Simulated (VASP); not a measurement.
Crystal: GeS.

```xyz
8
Lattice="10.4810 0.0000 0.0000 0.0000 3.6460 0.0000 0.0000 0.0000 4.2990" Properties=species:S:1:pos:R:3 pbc="T T T"
Ge    1.2797    0.9115    0.5490
Ge    3.9608    2.7345    2.6985
Ge    6.5202    0.9115    1.6005
Ge    9.2013    2.7345    3.7500
S     8.9036    0.9115    2.1594
S     6.8179    2.7345    0.0099
S     3.6631    0.9115    4.2891
S     1.5774    2.7345    2.1396
```

```yaml
Program: VASP 6.6.1
Task: relaxation of cell and atoms
Functional: PBE
Dispersion: D3(BJ)
Potentials_or_basis: VASP PAW PBE potentials, release 64 (Ge_d, S)
Cutoff: 600 eV
k_mesh: 4 × 8 × 6
Occupations: gaussian, width 0.03 eV
Spin: no spin polarisation
```

At the start: pressure 2.3 GPa; volume 20.54 Å³/atom.

How do energy, volume and symmetry change on relaxing?

Over 32 steps the energy falls by 6.6 meV/atom and the volume is 21.35 Å³/atom (+4.0 %); space group Pnma (No. 62, to 0.05 Å).

The path:
```
step  energy change (eV)  largest force (eV/Å)  pressure (GPa)  volume (Å³)
   1              0.0000                0.1152            2.31       164.28
   2             -0.0376                0.2152           -0.85       171.41
   3             -0.0427                0.1588            0.02       169.67
   4             -0.0468                0.1121           -0.06       170.16
   5             -0.0495                0.0605           -0.16       170.75
   6             -0.0476                0.0686           -0.34       171.92
   7             -0.0499                0.0371           -0.20       171.08
   8             -0.0508                0.0470            0.23       170.36
   9             -0.0508                0.0435            0.15       170.49
  10             -0.0519                0.0225            0.08       170.67
  11             -0.0521                0.0162            0.03       170.78
  12             -0.0522                0.0192            0.02       170.80
  13             -0.0523                0.0145           -0.04       170.91
  14             -0.0523                0.0122           -0.05       170.97
  15             -0.0524                0.0144           -0.11       171.09
  16             -0.0524                0.0160           -0.07       171.06
  17             -0.0525                0.0214            0.00       170.97
  18             -0.0526                0.0185            0.00       170.96
  19             -0.0527                0.0109            0.01       170.94
  20             -0.0526                0.0199            0.02       170.90
  21             -0.0527                0.0124           -0.04       170.93
  22             -0.0527                0.0137           -0.02       170.92
  23             -0.0527                0.0134            0.01       170.87
  24             -0.0528                0.0150            0.06       170.73
  25             -0.0529                0.0148           -0.03       170.81
  26             -0.0529                0.0148           -0.05       170.84
  27             -0.0529                0.0103           -0.04       170.80
  28             -0.0530                0.0113           -0.01       170.74
  29             -0.0530                0.0101            0.03       170.70
  30             -0.0530                0.0093            0.08       170.64
  31             -0.0531                0.0077            0.05       170.67
  32             -0.0531                0.0035           -0.01       170.77
```

Final structure:
```
CELL_PARAMETERS angstrom
10.65564 0.00000 0.00000
0.00000 3.68525 0.00000
0.00000 0.00000 4.34876
ATOMIC_POSITIONS crystal
Ge 0.12474 0.25000 0.13267
Ge 0.37526 0.75000 0.63267
Ge 0.62474 0.25000 0.36733
Ge 0.87526 0.75000 0.86733
S 0.84950 0.25000 0.49646
S 0.65050 0.75000 0.99646
S 0.34950 0.25000 0.00354
S 0.15050 0.75000 0.50354
```
